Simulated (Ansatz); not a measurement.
# Cu: the cost of one run

Method: DFT PBE+D3(BJ), scalar-relativistic, plane waves, PAW, in Ansatz 0.2.0.

## Step 1: The structure to begin with

Symmetry: P-3m1, No. 164, trigonal system. The conventional cell has a = 2.461 Å, b = 2.461 Å, c = 26.056 Å, α = 90.00°, β = 90.00°, γ = 120.00°. Cu (site symmetry 3m) has 9 Cu at 2.46 Å in its first shell of neighbours. Cu (site symmetry 3m) has 12 Cu at 2.46 Å in its first shell of neighbours. Around Cu (site symmetry -3m) lie 12 Cu at 2.46 Å.

Coordinates:

```
Cu
1.0
     2.46100    0.00000    0.00000
     1.23050    2.13129    0.00000
     0.00000    0.00000   26.05639
Cu
7
Cartesian
  0.0000 0.0000 7.0000
  1.2305 0.7104 9.0094
  2.4610 1.4209 11.0188
  0.0000 0.0000 13.0282
  1.2305 0.7104 15.0376
  2.4610 1.4209 17.0470
  0.0000 0.0000 19.0564
```

## Step 2: Relaxing the atoms: Cu7 slab, no spin

input.yaml reads:

```yaml
crystal:
  lattice:
    - [2.461, 0.0, 0.0]
    - [1.2305, 2.13128852, 0.0]
    - [0.0, 0.0, 26.05638851]
  atoms:
    - { symbol: Cu, position: [0.0, 0.0, 0.2686481281] }
    - { symbol: Cu, position: [0.3333333333, 0.3333333333, 0.3457654188] }
    - { symbol: Cu, position: [0.6666666667, 0.6666666667, 0.4228827094] }
    - { symbol: Cu, position: [0.0, 0.0, 0.5] }
    - { symbol: Cu, position: [0.3333333333, 0.3333333333, 0.5771172906] }
    - { symbol: Cu, position: [0.6666666667, 0.6666666667, 0.6542345812] }
    - { symbol: Cu, position: [0.0, 0.0, 0.7313518719] }
scf:
  occupations: { method: gaussian, width: 0.1 }
output:
  forces: true
  stress: false
  write_density: true
  write_potential: true
  elf: true
  volumetric_format: npy
hamiltonian:
  xc: pbe
  dispersion: d3bj
efield:
  axis: 3
  dipole_correction: true
kpoints:
  mp_grid: { grid: [24, 24, 1] }
relax:
  f_tol: 0.01
```

On the command line:

```console
> ansatz run input.yaml --threads 8 --pin off --max-ram 16384MiB --backend cpu --events-out ev --progress --plain --runs-dir out
```

Q: Estimate wall time and peak memory on 8 threads of Arm Neoverse V1, shared host.

About 46 s, with a peak of 1.2 GiB.
